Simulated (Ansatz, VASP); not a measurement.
Two plane-wave programs on AlN

The input INCAR:

```
ALGO = Normal ; EDIFF = 1E-6
ENCUT = 520 ; GGA = PE
ISIF = 2 ; ISMEAR = 0
LASPH = T ; LCHARG = F
LREAL = F ; LWAVE = F
NBANDS = 16 ; NELM = 80
PREC = Accurate ; SIGMA = 0.05
```

KPOINTS

```
k-points
0
Gamma
  9 9 6
```

File POSCAR:

```
AlN
1.0
    3.4377000000      0.0000000000      0.0000000000
   -1.7188500000      2.9771355306      0.0000000000
    0.0000000000      0.0000000000      4.0620000000
Al N
2 2
Direct
    0.3333333333      0.6666666667      0.7500000000
    0.6666666667      0.3333333333      0.2500000000
    0.3333333333      0.6666666667      0.2500000000
    0.6666666667      0.3333333333      0.7500000000
```

Input for Ansatz:

```yaml
crystal:
  lattice:
    - [3.4377, 0.0, 0.0]
    - [-1.71885, 2.9771355306, 0.0]
    - [0.0, 0.0, 4.062]
  atoms:
    - { symbol: Al, position: [0.3333333333, 0.6666666667, 0.75] }
    - { symbol: Al, position: [0.6666666667, 0.3333333333, 0.25] }
    - { symbol: "N", position: [0.3333333333, 0.6666666667, 0.25] }
    - { symbol: "N", position: [0.6666666667, 0.3333333333, 0.75] }
basis:
  ecutwfc: 520.0
kpoints:
  mp_grid: { grid: [9, 9, 6] }
hamiltonian:
  xc: pbe
  pseudopotentials: { kind: paw, azcp: { folder: soft_1 } }
scf:
  occupations: { method: gaussian, width: 0.05 }
output:
  forces: true
  stress: true
  eigenvalues: true
```

Alike in both runs: task single point; functional PBE; k mesh 9 × 9 × 6; occupations gaussian, width 0.05 eV; no spin polarisation.

|  | VASP | Ansatz |
| --- | --- | --- |
| version | VASP 6.6.1 | Ansatz 0.2.0 |
| potentials or method | VASP PAW PBE potentials, release 64 (Al, N) | scalar-relativistic, plane waves, PAW |
| plane-wave cutoff (eV) | 520 | 520 |
| valence electrons in the cell | 16 | 16 |

|  | VASP | Ansatz | Ansatz less VASP |
| --- | --- | --- | --- |
| gap on the k mesh at the Fermi level (eV) | 3.17 | 3.17 | -0.007 |
| least direct gap on the mesh (eV) | 3.17 | 3.17 | -0.007 |
| pressure (GPa) | -8.5 | -8.4 | +0.12 |
| largest component of the traceless stress (GPa) | 7.60 | 7.49 | -0.111 |

As with any semilocal functional, this PBE gap is likely too small.
